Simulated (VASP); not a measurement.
Crystal: Au.

```xyz
2
Lattice="1.4113 -2.5559 0.0000 1.4113 2.5559 0.0000 0.0000 0.0000 4.8932" Properties=species:S:1:pos:R:3 pbc="T T T"
Au    1.4113    0.8451    1.2233
Au    1.4113   -0.8451    3.6699
```

This isn't the form of Au at room conditions, which is fcc.

| Property | Result |
| --- | --- |
| Program | VASP 6.6.1 |
| Task | relaxation of cell and atoms |
| Functional | LDA |
| Potentials or basis | VASP PAW LDA potentials, release 64 (Au) |
| Cutoff | 600 eV |
| k mesh | 10 × 10 × 6 |
| Occupations | fermi-dirac, width 0.05 eV |
| Spin | no spin polarisation |

At the start: pressure -9.1 GPa; volume 17.65 Å³/atom.

Task: Where does the relaxation end?

Result: Over 19 steps the energy falls by 33.3 meV/atom and the volume is 16.68 Å³/atom (-5.5 %); space group Cmcm (No. 63, to 0.05 Å).

Step by step:
| step | energy change (eV) | largest force (eV/Å) | pressure (GPa) | volume (Å³) |
| --- | --- | --- | --- | --- |
| 1 | 0.0000 | 0.0052 | -9.07 | 35.30 |
| 2 | 0.1242 | 0.0679 | 22.64 | 30.43 |
| 3 | -0.0604 | 0.0171 | -0.16 | 33.38 |
| 4 | -0.0604 | 0.0175 | 0.02 | 33.34 |
| 5 | -0.0604 | 0.0179 | 0.24 | 33.31 |
| 6 | -0.0634 | 0.0236 | 0.27 | 33.29 |
| 7 | -0.0647 | 0.0362 | 0.44 | 33.26 |
| 8 | -0.0648 | 0.0334 | 0.40 | 33.27 |
| 9 | -0.0651 | 0.0356 | -0.81 | 33.48 |
| 10 | -0.0652 | 0.0349 | -0.37 | 33.41 |
| 11 | -0.0657 | 0.0396 | -0.11 | 33.37 |
| 12 | -0.0657 | 0.0421 | 0.00 | 33.36 |
| 13 | -0.0659 | 0.0390 | 0.05 | 33.35 |
| 14 | -0.0663 | 0.0267 | 0.25 | 33.31 |
| 15 | -0.0663 | 0.0040 | 0.73 | 33.23 |
| 16 | -0.0665 | 0.0141 | 0.48 | 33.27 |
| 17 | -0.0666 | 0.0109 | 0.29 | 33.30 |
| 18 | -0.0667 | 0.0038 | -0.09 | 33.36 |
| 19 | -0.0667 | 0.0049 | -0.05 | 33.36 |

Final structure:
```cif
data_structure
_symmetry_space_group_name_H-M 'P 1'
_symmetry_Int_Tables_number 1
_cell_length_a 2.9150
_cell_length_b 2.9150
_cell_length_c 4.6912
_cell_angle_alpha 90.000
_cell_angle_beta 90.000
_cell_angle_gamma 123.194
_cell_volume 33.36
loop_
_atom_site_label
_atom_site_type_symbol
_atom_site_fract_x
_atom_site_fract_y
_atom_site_fract_z
_atom_site_occupancy
Au1 Au 0.34023 0.65977 0.25000 1
Au2 Au 0.65977 0.34023 0.75000 1
```
